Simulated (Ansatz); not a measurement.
The system is Tl.

```
CELL_PARAMETERS angstrom
3.50864 0.00000 0.00000
-1.75432 3.03857 0.00000
0.00000 0.00000 11.26560
ATOMIC_POSITIONS crystal
Tl 0.66667 0.33333 0.75000
Tl 0.00000 0.00000 0.50000
Tl 0.33333 0.66667 0.25000
Tl 0.00000 0.00000 0.00000
```

Base run:

- Program: Ansatz 0.2.0
- Functional: PBEsol
- Potentials or basis: Ansatz PAW
- Cutoff: 420 eV
- Density cutoff: 1680 eV
- k mesh: 9 × 9 × 3
- Occupations: fermi-dirac, width 0.05 eV
- Spin: no spin polarisation

Its results: band gap on the k mesh none (metal or under the smearing width); pressure -1.7 GPa.

Q: The run is repeated on the same cell with these changes: spin from no spin polarisation to spin-orbit coupling, no magnetisation; potential files from those of the base run to others of the same set. What comes out?

A: Band gap on the k mesh none (metal or under the smearing width); pressure -2.2 GPa.

Caveats: the PAW data sets come from PBE, with cores solved anew for the run's functional, which leaves a small shift of forces and pressure.

Not every run made on this cell is shown here.
